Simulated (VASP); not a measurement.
Crystal: MgS.

```
S Mg
1.0
     4.03462    0.00000    0.00000
    -2.01731    3.49409    0.00000
     0.00000    0.00000    6.43229
S Mg
2 2
Cartesian
  2.0173 1.1647 5.6556
  0.0000 2.3294 2.4394
  0.0000 2.3294 6.4050
  2.0173 1.1647 3.1888
```

The cell comes from a database or a generator and needn't be the stable form of this composition.

Program: VASP 6.6.1. Alike in all runs: task single point; level HSE(alpha, omega); potentials or basis VASP PAW PBE potentials, release 64 (S, Mg); no spin polarisation; cell as given; k mesh 4 × 4 × 2; cutoff (eV) 520; smearing fermi-dirac 0.05 eV; the mesh is coarse, so values aren't converged.

Order these runs on this cell by their band gap on the k mesh, lowest first.
A. share of exact exchange 0.2
B. share of exact exchange 0.15
C. share of exact exchange 0.5
D. share of exact exchange 0.05
E. share of exact exchange 0.25

D (3.64 eV), B (4.07 eV), A (4.29 eV), E (4.51 eV), C (5.63 eV).

Caveats: all runs use coarse meshes.
